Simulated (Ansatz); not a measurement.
Born–Oppenheimer molecular dynamics of a periodic cell of 34 atoms, C16N (surface graphene monolayer, adsorbate N2). It starts from a relaxed structure.

Method: DFT PBE-D3(BJ), scalar-relativistic, plane waves, PAW (Ansatz). Settings: cutoff 420 eV, k mesh 1x1x1, fermi-dirac smearing 0.02 eV, no spin polarisation.

```
ensemble        : NVT, Nosé–Hoover chain
time step       : 1 fs
steps asked     : 200
set temperature : 900 K
thermostat      : time constant 3 fs, chain length 1
seed            : 675152
```

Frames 10 fs apart, positions in Å, forces in eV/Å.

Velocities at 80.0 fs (Å/ps):

```
C 4.49 -7.89 9.49
C -1.61 3.46 0.82
C -5.34 -7.98 -11.92
C 0.67 -0.89 -10.43
C 11.01 -1.91 1.49
C -1.94 -1.32 -0.26
C 7.03 0.58 6.68
C -0.46 -5.05 -4.20
C 1.21 -1.66 -7.73
C -3.78 -2.83 -6.43
C 6.91 15.96 -12.05
C -0.97 0.98 13.13
C 2.81 -4.48 18.50
C 0.26 -9.22 11.85
C -7.20 -8.90 -4.82
C -2.80 -4.51 4.19
C -2.45 6.55 -17.55
C 5.23 -0.79 -11.55
C -6.25 4.70 6.52
C 1.88 -7.27 -10.18
C 2.05 5.20 -10.19
C 3.75 -0.34 14.00
C -10.16 -0.10 11.71
C -6.72 7.03 -6.53
C 3.33 0.58 -12.82
C 2.69 0.62 8.40
C -0.32 4.80 2.06
C 2.48 0.39 1.49
C 3.69 5.02 10.30
C 5.04 4.24 -8.23
C -9.45 6.84 9.47
C 0.50 -1.79 -0.99
N -6.49 -4.78 5.34
N 1.71 4.79 -0.38
```

```xyz
34
Lattice="9.8640 0.0000 0.0000 -4.9320 8.5425 0.0000 0.0000 0.0000 13.0000" Properties=species:S:1:pos:R:3:forces:R:3 time_fs=80.0 energy_less_start_eV=2.658 T=696
C -0.023 0.020 0.870 2.14 -0.68 -0.13
C 1.274 0.743 0.901 -1.55 -2.03 0.92
C -1.163 2.100 1.115 -1.33 1.89 -0.43
C 0.083 2.841 1.062 -0.82 0.21 -0.50
C -2.532 4.195 1.018 2.23 2.86 -0.20
C -1.267 4.959 0.794 -0.07 0.14 0.86
C -3.731 6.425 0.918 1.97 -0.85 0.86
C -2.480 7.161 0.995 -0.32 -1.62 -1.28
C 2.480 0.012 0.934 0.57 0.81 0.20
C 3.730 0.736 1.010 -1.03 -1.01 0.52
C 1.340 2.101 1.120 -1.05 3.71 -1.87
C 2.566 2.889 0.932 -1.38 -2.63 0.80
C 0.014 4.295 0.773 0.31 -1.09 0.92
C 1.284 5.018 0.706 -1.04 -0.95 1.42
C -1.261 6.436 0.835 0.16 -1.90 0.66
C -0.025 7.109 0.931 1.71 0.72 0.82
C 4.914 0.004 1.227 -0.73 -2.09 -2.36
C 6.128 0.658 1.167 2.35 -0.91 -0.28
C 3.771 2.137 0.911 -0.03 0.87 -0.17
C 5.019 2.815 0.838 -1.31 -0.06 0.21
C 2.519 4.274 0.876 -1.18 1.38 -1.22
C 3.714 4.998 0.795 1.26 -0.70 -0.17
C 1.288 6.431 0.854 -1.85 -0.64 -0.24
C 2.534 7.112 0.950 -2.00 -0.10 -0.41
C 7.381 -0.048 1.050 0.83 1.63 0.38
C 8.622 0.690 0.989 0.05 0.29 0.46
C 6.193 2.023 0.993 0.19 3.66 0.67
C 7.397 2.808 1.101 1.38 -1.90 -0.71
C 4.954 4.258 0.770 -0.39 -0.09 1.66
C 6.120 4.978 1.059 1.31 0.24 -2.15
C 3.740 6.417 0.813 -0.75 -1.10 0.20
C 4.935 7.113 0.811 0.40 1.95 0.27
N -1.130 8.301 3.950 1.07 1.13 0.20
N -1.877 7.504 3.939 -1.09 -1.17 0.09
34
Lattice="9.8640 0.0000 0.0000 -4.9320 8.5425 0.0000 0.0000 0.0000 13.0000" Properties=species:S:1:pos:R:3:forces:R:3 time_fs=90.0 energy_less_start_eV=2.472 T=788
C 0.064 -0.026 0.957 -1.68 1.83 -0.26
C 1.249 0.738 0.941 1.52 1.03 -0.11
C -1.216 2.098 0.998 2.28 -0.52 0.83
C 0.048 2.844 0.950 -1.05 -0.13 0.37
C -2.402 4.254 1.015 -2.66 -1.88 -0.82
C -1.246 4.938 0.835 2.71 -0.03 1.31
C -3.660 6.403 0.987 -2.29 -0.10 -1.56
C -2.472 7.091 0.908 0.95 1.34 -0.40
C 2.475 0.011 0.874 -0.87 -0.67 0.81
C 3.677 0.714 0.957 1.72 0.55 -0.24
C 1.311 2.253 0.956 -1.56 -5.22 0.73
C 2.535 2.890 1.050 -0.07 1.72 -2.40
C 0.031 4.228 0.962 -0.91 1.44 -1.26
C 1.245 4.948 0.869 0.03 1.69 0.13
C -1.286 6.329 0.822 1.98 2.77 1.02
C -0.036 7.091 0.983 -1.52 -0.17 -1.09
C 4.907 -0.022 0.983 1.17 0.12 0.20
C 6.207 0.665 1.036 -2.35 2.20 -0.43
C 3.733 2.160 0.962 0.23 -1.54 -0.48
C 4.977 2.805 0.778 0.23 2.30 2.62
C 2.515 4.320 0.777 0.34 -1.47 2.57
C 3.764 5.004 0.916 -1.41 0.53 -1.02
C 1.168 6.396 0.951 2.11 -0.32 -0.70
C 2.406 7.138 0.880 1.49 -1.33 0.66
C 7.430 0.013 0.948 -0.64 -1.61 0.86
C 8.666 0.680 1.062 0.73 0.44 -1.39
C 6.206 2.130 1.026 -0.38 -2.11 -0.75
C 7.453 2.783 1.084 -1.20 2.70 -0.72
C 4.984 4.275 0.912 0.33 -0.60 -0.76
C 6.226 4.995 0.929 -0.51 -1.62 0.99
C 3.670 6.434 0.904 1.40 -0.02 -0.58
C 4.949 7.129 0.836 -0.11 -1.30 1.73
N -1.138 8.313 4.011 -2.73 -2.89 -0.19
N -1.917 7.491 3.937 2.73 2.88 0.34
34
Lattice="9.8640 0.0000 0.0000 -4.9320 8.5425 0.0000 0.0000 0.0000 13.0000" Properties=species:S:1:pos:R:3:forces:R:3 time_fs=100.0 energy_less_start_eV=3.620 T=920
C 0.077 0.021 1.037 0.01 -2.03 -0.12
C 1.288 0.766 0.981 -1.26 -2.83 -0.85
C -1.174 2.105 0.926 -3.17 0.06 0.70
C -0.042 2.832 0.849 3.36 -0.09 0.96
C -2.372 4.240 0.942 1.01 1.14 -0.31
C -1.106 4.931 0.991 -5.20 2.09 -0.09
C -3.688 6.361 0.947 1.70 0.37 -1.48
C -2.436 7.085 0.778 -1.71 -0.01 1.50
C 2.455 -0.022 0.866 2.62 0.47 0.07
C 3.716 0.701 0.873 0.10 -0.73 -0.83
C 1.187 2.124 0.816 3.12 3.43 1.72
C 2.470 2.928 1.001 -0.27 -4.27 -1.97
C 0.018 4.230 1.093 2.18 -0.99 -1.13
C 1.212 4.966 1.074 2.17 -0.96 -1.11
C -1.197 6.361 0.889 -3.09 -0.71 0.14
C -0.080 7.081 0.965 4.81 1.95 -1.39
C 4.962 -0.045 0.707 -1.20 2.28 2.34
C 6.179 0.776 0.848 0.91 -3.24 0.03
C 3.707 2.123 0.981 -0.35 2.26 -0.51
C 4.932 2.914 0.915 0.92 -3.86 1.59
C 2.508 4.303 0.855 -0.76 1.07 2.39
C 3.745 5.029 0.977 0.33 -1.16 -0.40
C 1.153 6.347 1.009 1.02 1.97 -0.33
C 2.368 7.083 0.853 2.92 1.61 1.36
C 7.431 0.004 0.900 -1.00 -0.26 0.15
C 8.732 0.688 1.040 -3.21 -0.08 -1.20
C 6.194 2.166 1.006 -0.64 1.24 -1.24
C 7.454 2.874 1.002 -0.39 -3.47 -0.19
C 5.019 4.277 1.026 -1.53 1.92 -1.60
C 6.291 4.927 0.845 -3.01 1.86 1.90
C 3.683 6.433 0.967 -0.20 -0.06 -0.32
C 4.958 7.100 0.998 -0.21 1.03 0.17
N -1.178 8.295 4.086 0.10 0.10 0.03
N -1.934 7.507 3.943 -0.09 -0.10 0.04
34
Lattice="9.8640 0.0000 0.0000 -4.9320 8.5425 0.0000 0.0000 0.0000 13.0000" Properties=species:S:1:pos:R:3:forces:R:3 time_fs=110.0 energy_less_start_eV=2.952 T=605
C 0.051 -0.025 1.101 -1.04 0.42 -0.55
C 1.280 0.666 0.963 0.33 0.90 -0.69
C -1.253 2.107 0.897 1.96 -0.47 -0.52
C 0.020 2.815 0.824 -1.09 0.81 1.69
C -2.353 4.261 0.860 -2.87 -0.01 1.51
C -1.187 5.004 1.137 1.24 -1.42 -1.64
C -3.663 6.361 0.826 -1.53 1.32 1.55
C -2.467 7.089 0.747 2.01 0.23 1.40
C 2.549 -0.031 0.862 -2.32 0.11 -0.80
C 3.755 0.686 0.750 -1.29 2.61 0.51
C 1.235 2.108 0.791 -0.92 -2.01 0.53
C 2.414 2.795 0.838 3.12 3.66 1.75
C 0.073 4.222 1.136 -1.75 0.80 -0.70
C 1.283 4.962 1.203 -1.47 0.99 -0.85
C -1.221 6.415 0.964 1.51 0.53 -0.77
C 0.068 7.148 0.854 -2.48 -0.63 -0.07
C 4.974 0.042 0.587 0.60 -1.94 1.59
C 6.183 0.746 0.676 0.22 0.80 1.09
C 3.674 2.168 0.960 1.35 -2.33 -0.67
C 4.933 2.866 1.144 -1.00 1.24 -2.00
C 2.477 4.289 1.077 1.21 -2.35 -1.13
C 3.725 5.000 1.008 -0.67 0.23 0.54
C 1.238 6.403 1.038 1.35 0.01 -0.27
C 2.489 7.107 0.914 -1.32 0.12 0.70
C 7.382 -0.023 0.863 1.30 1.32 -0.65
C 8.635 0.688 0.943 0.45 -0.47 0.49
C 6.151 2.202 0.908 0.68 -2.60 -0.14
C 7.421 2.828 0.905 -0.15 1.72 -0.17
C 4.960 4.330 1.041 0.01 -2.76 0.10
C 6.208 4.954 0.875 1.19 0.48 -0.13
C 3.711 6.425 1.011 0.88 -0.48 0.66
C 4.964 7.105 1.156 0.49 -0.81 -2.41
N -1.215 8.279 4.156 2.77 2.85 0.75
N -1.951 7.521 3.955 -2.76 -2.84 -0.70
34
Lattice="9.8640 0.0000 0.0000 -4.9320 8.5425 0.0000 0.0000 0.0000 13.0000" Properties=species:S:1:pos:R:3:forces:R:3 time_fs=120.0 energy_less_start_eV=5.835 T=758
C -0.048 -0.063 1.120 1.94 1.33 -1.61
C 1.254 0.584 0.879 -1.88 3.07 0.42
C -1.238 2.101 0.824 0.51 1.91 0.01
C 0.052 2.837 0.945 -0.87 -1.48 -0.32
C -2.530 4.320 0.895 3.13 -1.46 1.00
C -1.245 4.999 1.155 0.68 0.56 -2.03
C -3.698 6.460 0.809 3.48 -2.29 1.97
C -2.382 7.117 0.844 -1.42 0.82 -0.38
C 2.514 -0.013 0.781 0.40 0.20 -0.68
C 3.709 0.804 0.634 1.35 -7.02 0.36
C 1.281 2.035 0.823 -0.45 2.34 0.03
C 2.549 2.844 0.781 -3.35 -3.29 2.39
C 0.015 4.279 1.120 0.50 0.37 0.43
C 1.291 5.006 1.267 -0.35 -1.16 -0.99
C -1.151 6.480 0.988 0.58 -2.65 -0.91
C 0.110 7.182 0.716 -0.16 -2.19 2.52
C 4.995 0.027 0.602 -1.83 0.75 -0.34
C 6.210 0.727 0.563 -1.28 -0.83 0.96
C 3.739 2.101 0.877 -0.61 4.24 0.63
C 4.893 2.831 1.234 3.10 -2.20 -4.21
C 2.499 4.135 1.265 -1.44 5.32 -2.16
C 3.670 4.954 1.101 1.48 -0.94 1.12
C 1.410 6.476 1.045 -4.76 -2.49 -0.14
C 2.579 7.170 1.060 0.27 -0.62 -0.96
C 7.403 0.026 0.761 -0.04 -2.07 0.18
C 8.573 0.670 0.862 4.44 2.18 1.03
C 6.145 2.085 0.779 0.36 3.96 1.61
C 7.370 2.842 0.774 0.42 0.32 0.72
C 4.881 4.212 1.052 2.08 3.22 0.54
C 6.152 5.039 0.920 -2.04 -1.70 -0.49
C 3.788 6.374 1.122 -2.20 0.13 0.42
C 4.995 7.075 1.135 -2.05 1.64 -1.13
N -1.231 8.289 4.252 -2.71 -2.75 -1.03
N -2.002 7.508 3.967 2.71 2.76 1.06
34
Lattice="9.8640 0.0000 0.0000 -4.9320 8.5425 0.0000 0.0000 0.0000 13.0000" Properties=species:S:1:pos:R:3:forces:R:3 time_fs=130.0 energy_less_start_eV=4.932 T=758
C -0.031 -0.016 1.027 1.24 0.11 -1.31
C 1.161 0.683 0.802 3.86 -0.30 -0.02
C -1.174 2.193 0.745 -1.87 -0.41 0.85
C 0.027 2.818 1.065 0.81 3.10 -1.51
C -2.567 4.298 0.996 1.65 0.29 -1.64
C -1.255 5.014 1.038 0.16 -0.86 0.25
C -3.601 6.455 0.940 -3.15 -0.43 0.68
C -2.345 7.176 0.931 -0.95 -2.10 -1.47
C 2.461 0.010 0.652 0.07 -0.69 1.12
C 3.725 0.645 0.550 -1.53 4.35 1.07
C 1.277 2.078 0.870 -1.68 1.31 0.61
C 2.516 2.784 0.906 -0.66 1.88 1.68
C -0.018 4.335 1.126 1.09 -3.11 0.27
C 1.256 5.002 1.264 -0.61 0.05 -0.69
C -1.072 6.408 0.947 -3.82 1.20 -0.68
C 0.130 7.091 0.727 -0.37 0.79 1.46
C 4.931 0.002 0.604 2.87 -2.48 -0.68
C 6.176 0.686 0.519 1.40 0.55 1.25
C 3.772 2.147 0.798 -1.12 -3.48 -0.17
C 5.020 2.734 1.046 -3.26 4.38 -1.15
C 2.448 4.222 1.311 0.48 -1.67 -1.63
C 3.691 4.873 1.280 0.02 2.18 0.20
C 1.347 6.422 1.047 0.55 0.57 0.46
C 2.626 7.173 1.151 -3.71 -1.82 -2.10
C 7.465 -0.010 0.670 0.45 1.03 1.85
C 8.710 0.767 0.827 -3.95 -0.67 -0.76
C 6.177 2.132 0.721 2.31 -2.47 -0.97
C 7.355 2.908 0.684 2.63 -0.52 1.76
C 4.922 4.224 1.105 -0.73 -1.32 0.27
C 6.034 5.022 0.945 5.39 0.10 0.89
C 3.761 6.335 1.272 0.63 1.18 -0.96
C 4.947 7.107 1.021 1.79 -0.74 1.03
N -1.276 8.272 4.352 -1.80 -1.78 -0.90
N -2.031 7.524 3.990 1.81 1.80 0.93
```

Of the whole run (200 fs, mean temperature of the second half 900 K): The conserved energy stayed within 1.3 meV per atom of its start (net change 0.41 meV per atom), so the integration is sound. A run of 0.2 ps of so small a system gives no equilibrium averages. Limits of this set-up: coarse k mesh, slab without dipole correction.

The run took 13 min on 2 threads of Arm Neoverse V1 (shared host), peak memory 0.85 GiB.
